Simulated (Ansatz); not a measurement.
**Bands of P**

```
CELL_PARAMETERS angstrom
4.27290 0.00000 0.00000
0.00000 4.27290 0.00000
0.00000 0.00000 4.37800
ATOMIC_POSITIONS crystal
P 0.00000 0.00000 0.00000
```

The cell comes from COD entry 1534547, which wasn't checked; take it as a given geometry.

These are results of DFT, PBE, all-electron LAPW, scalar-relativistic (Ansatz 0.2.0), not measurements.

Sampling and basis: a Γ-centred 10×10×9 k mesh, Fermi–Dirac smearing of 0.08 eV, basis error target 0.25 meV/atom, no spin polarisation.

Points in fractions of the reciprocal vectors of this cell: Γ (0, 0, 0), X (0, 0.5, 0), M (0.5, 0.5, 0), Z (0, 0, 0.5), R (0, 0.5, 0.5), A (0.5, 0.5, 0.5). The path joins them by straight lines in the order Γ–X–M–Γ–Z–R–A–Z–X; legs that retrace an earlier one aren't tabulated. Energies are in eV from the Fermi level.

(1) Is there a gap?

(2) List the levels between -14 and 6.5 eV at the symmetry points.

## Answers

(1) none: with an odd electron count and no spin polarisation the bands can't all be full, a metal in this set-up (spin order or a larger cell could open a gap).

(2) 
Γ: -8.76, 0.43, 0.54 (×2), 4.72
X: -8.59, -0.82, 0.58, 0.68
M: -8.44, -0.53 (×2), 0.72, 5.94
Z: -8.62, -0.77, 0.66 (×2)
R: -8.47, -0.57, -0.48, 0.79, 5.91
A: -8.32, -0.32 (×2), -0.24
